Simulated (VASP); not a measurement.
Mg, 2 atoms in the cell. The structure is hexagonal, space group P6_3/mmc (No. 194). Conventional cell: a = 3.187 Å, b = 3.187 Å, c = 5.106 Å, α = 90.00°, β = 90.00°, γ = 120.00°. Mg (site symmetry -6m2) is surrounded by 12 Mg at 3.15 to 3.19 Å. 

- Program: VASP 6.6.1
- Task: single point
- Functional: PBEsol
- Potentials or basis: VASP PAW PBE potentials, release 64 (Mg)
- Cutoff: 520 eV
- k mesh: 15 × 15 × 8
- Occupations: gaussian, width 0.1 eV
- Spin: non-collinear spin, zero start, spin-orbit coupling
- Starting moments: [[0.0, 0.0, 0.0], [0.0, 0.0, 0.0]] μB
- Further INCAR settings: ALGO = Normal; EDIFF = 1e-06

Potentials or basis: VASP PAW PBE potentials, release 64 (Mg).

The run is started by

```sh
$ cat potpaw_PBE.64/Mg/POTCAR > POTCAR
$ mpirun -np 1 vasp_ncl > vasp.out
```

Hardware: 1 thread of Intel(R) Xeon(R) 6975P-C (Granite Rapids), on a shared host.

Problem. How long does it take, and how much memory?

Solution. It took 72 s on 1 thread of Intel(R) Xeon(R) 6975P-C (Granite Rapids) (shared host), peak memory 0.42 GiB. Counts: scf iterations 9, k points 320.
